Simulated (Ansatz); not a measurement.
## InN: pressure series

The parent structure is InN in the zinc blende structure (space group F-43m, No. 216; a = 5.0490 Å).

Cell and atoms are relaxed at each pressure.

Computed with PBE/PAW in Ansatz (a program for electronic structure), without spin-orbit coupling.

Notes on the quantities. enthalpy: H = E + PV relative to the base's energy.

```json
[
 {"variant": "base", "lattice parameter a": "9.541 bohr", "enthalpy": "–"},
 {"variant": "pressure −2 GPa", "lattice parameter a": "9.596 bohr", "enthalpy": "-0.20 eV/atom"},
 {"variant": "pressure −1 GPa", "lattice parameter a": "9.568 bohr", "enthalpy": "-0.10 eV/atom"},
 {"variant": "pressure 0.3 GPa", "lattice parameter a": "9.533 bohr", "enthalpy": "+0.03 eV/atom"},
 {"variant": "pressure 0.7 GPa", "lattice parameter a": "9.523 bohr", "enthalpy": "+0.07 eV/atom"},
 {"variant": "pressure 1.5 GPa", "lattice parameter a": "9.503 bohr", "enthalpy": "+0.15 eV/atom"},
 {"variant": "pressure 3 GPa", "lattice parameter a": "9.467 bohr", "enthalpy": "+0.30 eV/atom"},
 {"variant": "pressure 5 GPa", "lattice parameter a": "9.422 bohr", "enthalpy": "+0.49 eV/atom"},
 {"variant": "pressure 7.5 GPa", "lattice parameter a": "9.370 bohr", "enthalpy": "+0.73 eV/atom"},
 {"variant": "pressure 10 GPa", "lattice parameter a": "9.321 bohr", "enthalpy": "+0.97 eV/atom"}
]
```

A case with no gap was solved on a k-mesh chosen for an insulator, which is coarse for it. Load acts through the strain it causes; cell and atoms are relaxed under it. No phonon test of stability was made. Tetrahedral semiconductors of this kind turn to denser phases somewhere between about 1 and 50 GPa; those were not computed, so compressed cells here can lie past the real transition. All final runs are without spin polarisation. This is not the structure that InN has at room temperature and ambient pressure.
